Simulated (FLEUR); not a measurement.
# Rh (Fm-3m) in FLEUR: a series of runs

One crystal, Rh, is run at these levels: SCAN; tasks: band structure, equation of state.

All numbers are computed with FLEUR MaX-R8.1 (later development tree); they aren't measurements. Logs are shortened: lines on timing, memory, paths and dates and some standing lists are left out, and cuts for length are marked.

**Measured values to compare with.**

From “Thermal equation of state of rhodium characterized by XRD in a resistively heated diamond anvil cell”, 2024, pmc:11535440, for a bulk crystal of Rh: bulk modulus 264 ± 1 GPa.

The results are compared with them further down.

## 1. The structure

Symmetry: Fm-3m, No. 225, cubic system. Conventional cell: a = 3.796 Å, b = 3.796 Å, c = 3.796 Å, α = 90.00°, β = 90.00°, γ = 90.00°. Rh (site symmetry m-3m) is surrounded by 12 Rh at 2.68 Å.

## 2. Band structure, SCAN

File inp.xml:

```xml
<?xml version="1.0" encoding="UTF-8" standalone="no"?>
<fleurInput fleurInputVersion="0.39">
   <comment>
      Rh                                                                                                  
   </comment>
   <calculationSetup>
      <cutoffs Kmax="4.17" Gmax="12.9" GmaxXC="12.9" numbands="0"/>
      <scfLoop itmax="80" minDistance="0.0001" maxIterBroyd="30" imix="Anderson" alpha="0.05" precondParam="0.0" spinf="2.0" sdNocoIR="T"/>
      <coreElectrons ctail="F" frcor="F" kcrel="0" coretail_lmax="0"/>
      <xcFunctional name="LibXC" relativisticCorrections="F">
         <LibXCName exchange="mgga_x_scan" correlation="mgga_c_scan"/>
         <AuxGGA exchange="117" correlation="130"/>
      </xcFunctional>
      <magnetism jspins="1"/>
      <soc l_soc="F" theta="0.0" phi="0.0" spav="F"/>
      <expertModes spex="0" secvar="F"/>
      <geometryOptimization l_f="F" forcealpha="1.0" forcemix="BFGS" epsdisp="0.00001" epsforce="0.00001"/>
      <ldaU l_linMix="F" mixParam="0.05" spinf="1.0"/>
   </calculationSetup>
   <cell>
      <bzIntegration valenceElectrons="17.0" mode="hist" fermiSmearingEnergy="0.00183747">
         <kPointListSelection listName="default-1"/>
         <!-- k-points included here -->
         <xi:include xmlns:xi="http://www.w3.org/2001/XInclude" href="kpts.xml"> </xi:include>
      </bzIntegration>
      <!-- symmetry operations included here -->
      <xi:include xmlns:xi="http://www.w3.org/2001/XInclude" href="sym.xml"> </xi:include>
      <bulkLattice scale="1.0">
         <bravaisMatrix>
            <row-1>    0.0000000000000000     3.5864167255721098     3.5864167255721098</row-1>
            <row-2>    3.5864167255721098     0.0000000000000000     3.5864167255721098</row-2>
            <row-3>    3.5864167255721098     3.5864167255721098     0.0000000000000000</row-3>
         </bravaisMatrix>
      </bulkLattice>
   </cell>
   <atomSpecies>
      <species name="Rhodium (Rh)" element="Rh" atomicNumber="45">
         <mtSphere radius="2.35" gridPoints="777" logIncrement="0.016"/>
         <atomicCutoffs lmax="9" lnonsphr="9"/>
         <electronConfig flipSpins="F">
            <coreConfig>(1s1/2) (2s1/2) (2p1/2) (2p3/2) (3s1/2) (3p1/2) (3p3/2) (3d3/2) (3d5/2)</coreConfig>
            <valenceConfig>(4s1/2) (4p1/2) (4p3/2) (5s1/2) (4d3/2) (4d5/2)</valenceConfig>
            <stateOccupation state="(5s1/2)" spinUp="0.500000" spinDown="0.500000"/>
            <stateOccupation state="(4d3/2)" spinUp="1.600000" spinDown="1.600000"/>
            <stateOccupation state="(4d5/2)" spinUp="2.400000" spinDown="2.400000"/>
         </electronConfig>
         <energyParameters s="5" p="5" d="4" f="4"/>
         <lo type="SCLO" l="0" n="4" eDeriv="0"/>
         <lo type="SCLO" l="1" n="4" eDeriv="0"/>
         <lo type="SCLO" l="1" n="4" eDeriv="1"/>
         <lo type="SCLO" l="2" n="4" eDeriv="2"/>
         <lo type="SCLO" l="3" n="4" eDeriv="2"/>
      </species>
   </atomSpecies>
   <atomGroups>
      <atomGroup species="Rhodium (Rh)">
         <relPos label="                   1">.0000000000 .0000000000 .0000000000</relPos>
         <force calculate="T" relaxXYZ="TTT"/>
      </atomGroup>
   </atomGroups>
   <output dos="F" band="F" slice="F">
      <checks vchk="F" cdinf="F"/>
      <bandDOS minEnergy="-.5*Htr" maxEnergy="0.5*Htr" sigma="0.015" storeEVData="T"/>
      <vacuumDOS vacdos="F" integ="F" star="F" nstars="0" locx1="0.0" locy1="0.0" locx2="0.0" locy2="0.0" nstm="0" tworkf="0.0"/>
      <unfoldingBand unfoldBand="F" supercellX="1" supercellY="1" supercellZ="1"/>
      <plotting iplot="0" polar="F">
         <plot TwoD="T" vec1="  1.0  0.0  0.0" vec2="  0.0  1.0  0.0" vec3="  0.0  0.0  1.0" zero="  0.0  0.0  0.0" file="plot"/>
      </plotting>
      <chargeDensitySlicing numkpt="0" minEigenval="0.0" maxEigenval="0.0" nnne="0" pallst="F"/>
      <specialOutput eonly="F"/>
      <moessbauerParams electricFieldGradient="T" isomerShift="T" coreHyperfine="T" valenceHyperfine="T"/>
      <magneticCircularDichroism mcd="F" energyLo="-10.0" energyUp="0.0"/>
   </output>
  <!-- We include the file relax.xml here to enable relaxations (see documentation) -->
  <xi:include xmlns:xi="http://www.w3.org/2001/XInclude" href="relax.xml"> <xi:fallback/> </xi:include>
</fleurInput>
```

File crystal.txt:

```
Rh
&input cartesian=F /
0.0000000000  1.8978500000  1.8978500000
1.8978500000  0.0000000000  1.8978500000
1.8978500000  1.8978500000  0.0000000000
1.8897261246
1.0 1.0 1.0

1
45 0.0000000000  0.0000000000  0.0000000000

&kpt div1=12 div2=12 div3=12 gamma=T /
```

File inp.xml (bands):

```
<?xml version="1.0" encoding="UTF-8" standalone="no"?>
<fleurInput fleurInputVersion="0.39">
   <comment>
      Rh                                                                                                  
   </comment>
   <calculationSetup>
      <cutoffs Kmax="4.17" Gmax="12.9" GmaxXC="12.9" numbands="0"/>
      <scfLoop itmax="80" minDistance="0.0001" maxIterBroyd="30" imix="Anderson" alpha="0.05" precondParam="0.0" spinf="2.0" sdNocoIR="T"/>
      <coreElectrons ctail="F" frcor="F" kcrel="0" coretail_lmax="0"/>
      <xcFunctional name="LibXC" relativisticCorrections="F">
         <LibXCName exchange="mgga_x_scan" correlation="mgga_c_scan"/>
         <AuxGGA exchange="117" correlation="130"/>
      </xcFunctional>
      <magnetism jspins="1"/>
      <soc l_soc="F" theta="0.0" phi="0.0" spav="F"/>
      <expertModes spex="0" secvar="F"/>
      <geometryOptimization l_f="F" forcealpha="1.0" forcemix="BFGS" epsdisp="0.00001" epsforce="0.00001"/>
      <ldaU l_linMix="F" mixParam="0.05" spinf="1.0"/>
   </calculationSetup>
   <cell>
      <bzIntegration valenceElectrons="17.0" mode="hist" fermiSmearingEnergy="0.00183747">
         <kPointListSelection listName="path-1"/>
         <!-- k-points included here -->
         <xi:include xmlns:xi="http://www.w3.org/2001/XInclude" href="kpts.xml"> </xi:include>
      </bzIntegration>
      <!-- symmetry operations included here -->
      <xi:include xmlns:xi="http://www.w3.org/2001/XInclude" href="sym.xml"> </xi:include>
      <bulkLattice scale="1.0">
         <bravaisMatrix>
            <row-1>    0.0000000000000000     3.5864167255721098     3.5864167255721098</row-1>
            <row-2>    3.5864167255721098     0.0000000000000000     3.5864167255721098</row-2>
            <row-3>    3.5864167255721098     3.5864167255721098     0.0000000000000000</row-3>
         </bravaisMatrix>
      </bulkLattice>
   </cell>
   <atomSpecies>
      <species name="Rhodium (Rh)" element="Rh" atomicNumber="45">
         <mtSphere radius="2.35" gridPoints="777" logIncrement="0.016"/>
         <atomicCutoffs lmax="9" lnonsphr="9"/>
         <electronConfig flipSpins="F">
            <coreConfig>(1s1/2) (2s1/2) (2p1/2) (2p3/2) (3s1/2) (3p1/2) (3p3/2) (3d3/2) (3d5/2)</coreConfig>
            <valenceConfig>(4s1/2) (4p1/2) (4p3/2) (5s1/2) (4d3/2) (4d5/2)</valenceConfig>
            <stateOccupation state="(5s1/2)" spinUp="0.500000" spinDown="0.500000"/>
            <stateOccupation state="(4d3/2)" spinUp="1.600000" spinDown="1.600000"/>
            <stateOccupation state="(4d5/2)" spinUp="2.400000" spinDown="2.400000"/>
         </electronConfig>
         <energyParameters s="5" p="5" d="4" f="4"/>
         <lo type="SCLO" l="0" n="4" eDeriv="0"/>
         <lo type="SCLO" l="1" n="4" eDeriv="0"/>
         <lo type="SCLO" l="1" n="4" eDeriv="1"/>
         <lo type="SCLO" l="2" n="4" eDeriv="2"/>
         <lo type="SCLO" l="3" n="4" eDeriv="2"/>
      </species>
   </atomSpecies>
   <atomGroups>
      <atomGroup species="Rhodium (Rh)">
         <relPos label="                   1">.0000000000 .0000000000 .0000000000</relPos>
         <force calculate="T" relaxXYZ="TTT"/>
      </atomGroup>
   </atomGroups>
   <output dos="F" band="T" slice="F">
      <checks vchk="F" cdinf="F"/>
      <bandDOS minEnergy="-.5*Htr" maxEnergy="0.5*Htr" sigma="0.015" storeEVData="T"/>
      <vacuumDOS vacdos="F" integ="F" star="F" nstars="0" locx1="0.0" locy1="0.0" locx2="0.0" locy2="0.0" nstm="0" tworkf="0.0"/>
      <unfoldingBand unfoldBand="F" supercellX="1" supercellY="1" supercellZ="1"/>
      <plotting iplot="0" polar="F">
         <plot TwoD="T" vec1="  1.0  0.0  0.0" vec2="  0.0  1.0  0.0" vec3="  0.0  0.0  1.0" zero="  0.0  0.0  0.0" file="plot"/>
      </plotting>
      <chargeDensitySlicing numkpt="0" minEigenval="0.0" maxEigenval="0.0" nnne="0" pallst="F"/>
      <specialOutput eonly="F"/>
      <moessbauerParams electricFieldGradient="T" isomerShift="T" coreHyperfine="T" valenceHyperfine="T"/>
      <magneticCircularDichroism mcd="F" energyLo="-10.0" energyUp="0.0"/>
   </output>
  <!-- We include the file relax.xml here to enable relaxations (see documentation) -->
  <xi:include xmlns:xi="http://www.w3.org/2001/XInclude" href="relax.xml"> <xi:fallback/> </xi:include>
</fleurInput>
```

Potentials or basis: all-electron, FLAPW.

Launch:

```
inpgen -f crystal.txt -profile fastHighL
# inp.xml edited to the form shown
fleur_MPI
fleur_MPI   # second run, on inp.xml (bands)
```

Standard output:

```text
Welcome to FLEUR        (www.flapw.de)
      MaX-Release 8.1          (www.max-centre.eu)
 func_ids         267         263         267         263
 MetaGGA potential functional detected - V_tau will be computed
 Auxiliary Potential for radial basis: exchange=         117  correlation=         130
The functional 'SCAN exchange of Sun, Ruzsinszky, and Perdew' is an exchange functional, it belongs to the 'MGGA' family and is defined in the reference(s):
[1] J. Sun, A. Ruzsinszky, and J. P. Perdew.,  Phys. Rev. Lett. 115, 036402 (2015)
The functional 'SCAN correlation of Sun, Ruzsinszky, and Perdew' is a correlation functional, it belongs to the 'MGGA' family and is defined in the reference(s):
[1] J. Sun, A. Ruzsinszky, and J. P. Perdew.,  Phys. Rev. Lett. 115, 036402 (2015)
 Using same functional for VXC and EXC

 ========== k-point set info ==========
 Selected k-point list: default-1
 k-point list type: mesh
 12 x 12 x 12
 Number of k points: 72

 ------------Calculation Setup---------------------------
 Number of MPI-tasks      :            1
 Number of PE/node        :            1
 Number of OMP-threads    :            1
 Most efficient MPI parallelization for:
           1           2           3           4           6           8           9          12          18          24          36          72
 Additional eigenvalue parallelization possible
 Number of basis functions:          160
 Approximate size of matrices (H+S) per k-point:         0.000 GB
 --------------------------------------------------------
The functional 'Hammer, Hansen, and Norskov' is an exchange functional, it belongs to the 'GGA' family and is defined in the reference(s):
[1] B. Hammer, L. B. Hansen, and J. K. Nørskov.,  Phys. Rev. B 59, 7413 (1999)
The functional 'Perdew, Burke & Ernzerhof' is a correlation functional, it belongs to the 'GGA' family and is defined in the reference(s):
[1] J. P. Perdew, K. Burke, and M. Ernzerhof.,  Phys. Rev. Lett. 77, 3865 (1996)
[2] J. P. Perdew, K. Burke, and M. Ernzerhof.,  Phys. Rev. Lett. 78, 1396 (1997)
 Using same functional for VXC and EXC
 Using auxiliary GGA potential for the first iteration of MetaGGA calculation.
 Reset of history
 Reset of history
 Iteration:     1   Distance:      36.93087557 me/bohr^3
The functional 'Hammer, Hansen, and Norskov' is an exchange functional, it belongs to the 'GGA' family and is defined in the reference(s):
[1] B. Hammer, L. B. Hansen, and J. K. Nørskov.,  Phys. Rev. B 59, 7413 (1999)
The functional 'Perdew, Burke & Ernzerhof' is a correlation functional, it belongs to the 'GGA' family and is defined in the reference(s):
[1] J. P. Perdew, K. Burke, and M. Ernzerhof.,  Phys. Rev. Lett. 77, 3865 (1996)
[2] J. P. Perdew, K. Burke, and M. Ernzerhof.,  Phys. Rev. Lett. 78, 1396 (1997)
 Using same functional for VXC and EXC
 Iteration:     2   Distance:      34.47127576 me/bohr^3
The functional 'Hammer, Hansen, and Norskov' is an exchange functional, it belongs to the 'GGA' family and is defined in the reference(s):
[1] B. Hammer, L. B. Hansen, and J. K. Nørskov.,  Phys. Rev. B 59, 7413 (1999)
The functional 'Perdew, Burke & Ernzerhof' is a correlation functional, it belongs to the 'GGA' family and is defined in the reference(s):
[1] J. P. Perdew, K. Burke, and M. Ernzerhof.,  Phys. Rev. Lett. 77, 3865 (1996)
[2] J. P. Perdew, K. Burke, and M. Ernzerhof.,  Phys. Rev. Lett. 78, 1396 (1997)
 Using same functional for VXC and EXC
 Iteration:     3   Distance:      32.45023694 me/bohr^3
The functional 'Hammer, Hansen, and Norskov' is an exchange functional, it belongs to the 'GGA' family and is defined in the reference(s):
[1] B. Hammer, L. B. Hansen, and J. K. Nørskov.,  Phys. Rev. B 59, 7413 (1999)
The functional 'Perdew, Burke & Ernzerhof' is a correlation functional, it belongs to the 'GGA' family and is defined in the reference(s):
[1] J. P. Perdew, K. Burke, and M. Ernzerhof.,  Phys. Rev. Lett. 77, 3865 (1996)
[2] J. P. Perdew, K. Burke, and M. Ernzerhof.,  Phys. Rev. Lett. 78, 1396 (1997)
 Using same functional for VXC and EXC
 Iteration:     4   Distance:      13.66141501 me/bohr^3
The functional 'Hammer, Hansen, and Norskov' is an exchange functional, it belongs to the 'GGA' family and is defined in the reference(s):
[1] B. Hammer, L. B. Hansen, and J. K. Nørskov.,  Phys. Rev. B 59, 7413 (1999)
The functional 'Perdew, Burke & Ernzerhof' is a correlation functional, it belongs to the 'GGA' family and is defined in the reference(s):
[1] J. P. Perdew, K. Burke, and M. Ernzerhof.,  Phys. Rev. Lett. 77, 3865 (1996)
[2] J. P. Perdew, K. Burke, and M. Ernzerhof.,  Phys. Rev. Lett. 78, 1396 (1997)
 Using same functional for VXC and EXC
 Iteration:     5   Distance:       3.66284615 me/bohr^3
The functional 'Hammer, Hansen, and Norskov' is an exchange functional, it belongs to the 'GGA' family and is defined in the reference(s):
[... 46 lines left out ...]
 Using same functional for VXC and EXC
 Iteration:    12   Distance:       0.00439095 me/bohr^3
The functional 'Hammer, Hansen, and Norskov' is an exchange functional, it belongs to the 'GGA' family and is defined in the reference(s):
[1] B. Hammer, L. B. Hansen, and J. K. Nørskov.,  Phys. Rev. B 59, 7413 (1999)
The functional 'Perdew, Burke & Ernzerhof' is a correlation functional, it belongs to the 'GGA' family and is defined in the reference(s):
[1] J. P. Perdew, K. Burke, and M. Ernzerhof.,  Phys. Rev. Lett. 77, 3865 (1996)
[2] J. P. Perdew, K. Burke, and M. Ernzerhof.,  Phys. Rev. Lett. 78, 1396 (1997)
 Using same functional for VXC and EXC
 Iteration:    13   Distance:       0.00078883 me/bohr^3
The functional 'Hammer, Hansen, and Norskov' is an exchange functional, it belongs to the 'GGA' family and is defined in the reference(s):
[1] B. Hammer, L. B. Hansen, and J. K. Nørskov.,  Phys. Rev. B 59, 7413 (1999)
The functional 'Perdew, Burke & Ernzerhof' is a correlation functional, it belongs to the 'GGA' family and is defined in the reference(s):
[1] J. P. Perdew, K. Burke, and M. Ernzerhof.,  Phys. Rev. Lett. 77, 3865 (1996)
[2] J. P. Perdew, K. Burke, and M. Ernzerhof.,  Phys. Rev. Lett. 78, 1396 (1997)
 Using same functional for VXC and EXC
 Iteration:    14   Distance:       0.00080277 me/bohr^3
The functional 'Hammer, Hansen, and Norskov' is an exchange functional, it belongs to the 'GGA' family and is defined in the reference(s):
[1] B. Hammer, L. B. Hansen, and J. K. Nørskov.,  Phys. Rev. B 59, 7413 (1999)
The functional 'Perdew, Burke & Ernzerhof' is a correlation functional, it belongs to the 'GGA' family and is defined in the reference(s):
[1] J. P. Perdew, K. Burke, and M. Ernzerhof.,  Phys. Rev. Lett. 77, 3865 (1996)
[2] J. P. Perdew, K. Burke, and M. Ernzerhof.,  Phys. Rev. Lett. 78, 1396 (1997)
 Using same functional for VXC and EXC
 Iteration:    15   Distance:       0.00009392 me/bohr^3

 ********************************************************************
 Run finished successfully
 Stop message:
   all done
 ********************************************************************
```

Wall time 13 s (1 thread of Intel Xeon 6975P-C (Granite Rapids), shared host); peak memory 0.06 GiB.

What came out:

| Quantity | Value |
| --- | --- |
| Free energy | -130227.7842 eV |
| Band gap along the path | none (metal or under the smearing width) |
| Valence electrons inside the program's atomic spheres | Rh 15.38 (radii Rh 2.35 bohr) |

Levels at the corners of the path, in eV from the Fermi level:
| point | band 4 | band 5 | band 6 | band 7 | band 8 | band 9 | band 10 | band 11 | band 12 | band 13 |
| --- | --- | --- | --- | --- | --- | --- | --- | --- | --- | --- |
| Γ | -47.92 | -8.39 | -3.23 | -3.23 | -3.23 | -1.12 | -1.12 | 16.40 | 22.10 | 22.10 |
| X | -48.22 | -6.65 | -6.29 | 0.50 | 1.07 | 1.07 | 3.28 | 12.88 | 13.83 | 13.83 |
| W | -48.23 | -5.29 | -4.02 | -4.02 | -1.33 | 1.07 | 10.00 | 10.00 | 11.78 | 13.26 |
| K | -48.16 | -5.82 | -5.03 | -2.20 | -0.79 | 0.42 | 8.17 | 8.99 | 12.62 | 17.14 |
| Γ | -47.92 | -8.39 | -3.23 | -3.23 | -3.23 | -1.12 | -1.12 | 16.40 | 22.10 | 22.10 |
| L | -48.03 | -6.48 | -3.35 | -3.35 | 0.59 | 0.59 | 0.73 | 9.08 | 16.03 | 21.90 |
| U | -48.16 | -5.82 | -5.03 | -2.20 | -0.79 | 0.42 | 8.17 | 8.99 | 12.62 | 17.14 |
| W | -48.23 | -5.29 | -4.02 | -4.02 | -1.33 | 1.07 | 10.00 | 10.00 | 11.78 | 13.26 |
| L | -48.03 | -6.48 | -3.35 | -3.35 | 0.59 | 0.59 | 0.73 | 9.08 | 16.03 | 21.90 |
| K | -48.16 | -5.82 | -5.03 | -2.20 | -0.79 | 0.42 | 8.17 | 8.99 | 12.62 | 17.14 |
| U | -48.16 | -5.82 | -5.03 | -2.20 | -0.79 | 0.42 | 8.17 | 8.99 | 12.62 | 17.14 |
| X | -48.22 | -6.65 | -6.29 | 0.50 | 1.07 | 1.07 | 3.28 | 12.88 | 13.83 | 13.83 |

Core levels (eV from the Fermi level):
| atom | levels |
| --- | --- |
| 1 Rh | 1s1/2 -23024.4, 2s1/2 -3334.3, 2p1/2 -3086.4, 2p3/2 -2941.8, 3s1/2 -593.0, 3p1/2 -496.0, 3p3/2 -471.1, 3d3/2 -299.7, 3d5/2 -294.8 |

Caveat: the meta-GGA is that of a development version, with a GGA for the radial functions and cores and without core tails.

(Part 1 of 2 ends here.)
